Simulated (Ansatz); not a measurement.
Y: how the axes shrink under pressure

Y, P6_3/mmc, a = 3.599 Å, c = 11.572 Å. Ansatz: PBE, PAW, 420 eV, Γ-centred 15×15×4 mesh on 4 atoms, Gaussian smearing 0.10 eV; no spin polarisation. Cell and atoms are relaxed at each pressure, and no other structure is tried, so the rows at high pressure may lie past a change of phase. y = 100 ln(c/c0) with c0 = 11.5725 Å, so nearly a change in per cent. The pressures are the targets, met within 0.02 GPa.

```
P (GPa) y  100 ln(a/a0)
   -3.0       ?             ?
    0.0    0.00          0.00
    3.0   -2.22         -2.28
    8.0   -5.21         -5.31
   15.0   -8.52         -8.50
   30.0  -13.70        -13.41
   60.0  -20.69        -20.12
```

Problem. Fit y = c1 P + c2 P² to the other rows, give the linear compressibility along c, and predict the missing y.

Solution. Least squares on the rows shown. y = −0.61195 P + 0.0044857 P². The linear compressibility along c is −c1/100 = 6.12 per TPa, against 6.10 along a from the same fit to the last column (its missing entry is 2.97): the crystal is about as stiff along both at low pressure. The runs next to zero pressure give 8.39 and 8.80, so a parabola over the whole range misstates the start. With a term in P³ added, the coefficient of P becomes -0.7362, 20 % more, which shows how far this figure hangs on the form. At P = -3.0 the fit asked for gives 1.88. The run gave 2.79, so the fit is 0.91 too low, within twice the rms miss on the fitted rows (0.46).